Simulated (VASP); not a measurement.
Runs of VASP 6.6.1 on Al. Symmetry: Fm-3m, No. 225, cubic system. The conventional cell has a = 4.050 Å, b = 4.050 Å, c = 4.050 Å, α = 90.00°, β = 90.00°, γ = 90.00°. Around Al (site symmetry m-3m) lie 12 Al at 2.86 Å. 

```tsv
task	level	potentials or basis	cell	cutoff (eV)	gap on the mesh (eV)	pressure (GPa)	relaxed volume (Å³/atom)
band structure	LDA	VASP PAW LDA potentials, release 64 (Al)	as given	520	-	-3.6	-
relaxation of cell and atoms	LDA	VASP PAW LDA potentials, release 64 (Al)	relaxed	600	none	0.0	15.84
relaxation of cell and atoms	RPBE	VASP PAW PBE potentials, release 64 (Al)	relaxed	600	none	-0.2	(a)
band structure	RPBE	VASP PAW PBE potentials, release 64 (Al)	as given	520	-	0.8	-
relaxation of cell and atoms	PBEsol	VASP PAW PBE potentials, release 64 (Al)	relaxed	600	none	0.0	(b)
```

Alike in all rows: no spin polarisation; k mesh 11 × 11 × 11; smearing fermi-dirac 0.05 eV.

Problem. Estimate the missing entries.

Solution. (a) 16.81; (b) 16.22.

Caveats: the PAW data sets were made with another functional, which shifts forces and pressure a little (some runs).

A gap of «none» marks a metal or a gap under the smearing width.

Runs at the PBE level aren't shown here.
